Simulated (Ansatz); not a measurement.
**TiO2: equation of state with BPBE**

The system is TiO2.

```
Ti O
1.0
     6.15358   -1.88347    0.00000
     6.15358    1.88347    0.00000
    -1.92833    0.00000    6.32897
Ti O
4 8
Cartesian
  10.5189 0.0000 1.8329
  1.8562 0.0000 1.7959
  -0.1400 0.0000 4.4961
  8.5226 0.0000 4.5330
  3.8886 0.0000 1.8569
  1.9846 0.0000 4.1297
  8.7534 0.0000 6.2992
  8.3943 0.0000 2.1993
  10.3741 0.0000 3.9874
  1.6255 0.0000 0.0298
  6.4903 0.0000 4.4721
  0.0047 0.0000 2.3416
```

The cell comes from a database or a generator and needn't be the stable form of this composition.

```yaml
Program: Ansatz 0.2.0
Task: equation of state
Functional: BPBE
Potentials_or_basis: Ansatz PAW
Cutoff: 420 eV
Density_cutoff: 1680 eV
k_mesh: 8 × 8 × 4
Occupations: fermi-dirac, width 0.05 eV
Spin: no spin polarisation
```

```
Equilibrium volume                        : 12.14 Å³/atom
Bulk modulus at fixed shape and positions : 196 GPa
Pressure derivative of the bulk modulus   : 4.3
```

Energy against volume, from the lowest point:
| volume (Å³/atom) | energy (meV/atom) |
| --- | --- |
| 11.492 | 22.70 |
| 11.737 | 8.20 |
| 11.981 | 0.88 |
| 12.226 | 0.00 |
| 12.470 | 4.88 |
| 12.715 | 15.03 |
| 12.959 | 29.84 |

All runs of the series together: 3.7 min on 2 threads of Arm Neoverse V1, with other jobs on the host.

Caveat: the potentials were made for another functional, which shifts forces and pressure; the cell was scaled at fixed shape and fractional positions, which overstates the stiffness of a crystal with free parameters, most of all of layers and chains.
